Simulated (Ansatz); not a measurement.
Input, command and steps of an Ansatz relaxation.

```yaml
crystal:
  lattice:
    - [2.8837712351, 0.0, 0.0]
    - [-1.4418856175, 2.4974191483, 0.0]
    - [0.0, 0.0, 2.8108771296]
  atoms:
    - { symbol: W, position: [0.0, 0.0, 0.0] }
    - { symbol: C, position: [0.6666666667, 0.3333333333, 0.5] }
basis:
  ecutwfc: 500
kpoints:
  mp_grid: { grid: [18, 18, 14] }
hamiltonian:
  xc: r2scan
scf:
  occupations: { method: gaussian, width: 0.1 }
output:
  forces: true
  stress: true
  eigenvalues: true
relax:
  adjacent_minimum: "off"
  f_tol: 0.008
  max_steps: 50
  cell: { stress_tol: 0.08, p_target: 12.0 }
```

```bash
ansatz run input.yaml --threads 1 --pin off --max-ram 2560MiB --backend cpu --events-out ev --progress --plain --runs-dir out
```

Level of theory: Ansatz 0.2.0, DFT r2SCAN, scalar-relativistic, plane waves, PAW.

Of 4 frames 3 are shown, positions in Å and forces in eV/Å; the SCF threshold varies from step to step. Steps run on the plane waves of an earlier cell, with a Pulay correction in the pressure. The basis is chosen afresh for the last frame, the zero of the energies, and at times for earlier ones too; energy and pressure step there, also at an unchanged geometry. The relaxation lowers the enthalpy F + PV at the target pressure, so the free energy itself can rise. The mark taken_back stands on steps that the optimiser undid.

```xyz
2
Lattice="2.8838 0.0000 0.0000 -1.4419 2.4974 0.0000 0.0000 0.0000 2.8109" Properties=species:S:1:pos:R:3:forces:R:3 pbc="T T T" step=1 free_energy_over_end_meV_per_atom=0.29 pressure_GPa=12.19
W     0.0000    0.0000    0.0000    0.0000    0.0000    0.0000
C     1.4419    0.8325    1.4054    0.0000    0.0000    0.0000
2
Lattice="2.8788 0.0000 0.0000 -1.4394 2.4931 0.0000 0.0000 0.0000 2.8197" Properties=species:S:1:pos:R:3:forces:R:3 pbc="T T T" step=2 free_energy_over_end_meV_per_atom=0.70 pressure_GPa=12.14 taken_back
W     0.0000    0.0000    0.0000    0.0000    0.0000    0.0000
C     1.4394    0.8310    1.4099    0.0000    0.0000    0.0000
2
Lattice="2.8826 0.0000 0.0000 -1.4413 2.4964 0.0000 0.0000 0.0000 2.8140" Properties=species:S:1:pos:R:3:forces:R:3 pbc="T T T" step=4 free_energy_over_end_meV_per_atom=0.00 pressure_GPa=11.98
W     0.0000    0.0000    0.0000    0.0000    0.0000    0.0000
C     1.4413    0.8321    1.4070    0.0000    0.0000    0.0000
```

The run took 71 s on 1 thread of Intel(R) Xeon(R) Platinum 8259CL CPU @ 2.50GHz (Skylake/Cascade Lake) (shared host), peak memory 0.56 GiB.

Spin–orbit coupling is left out, which can shift energies with elements as heavy as these.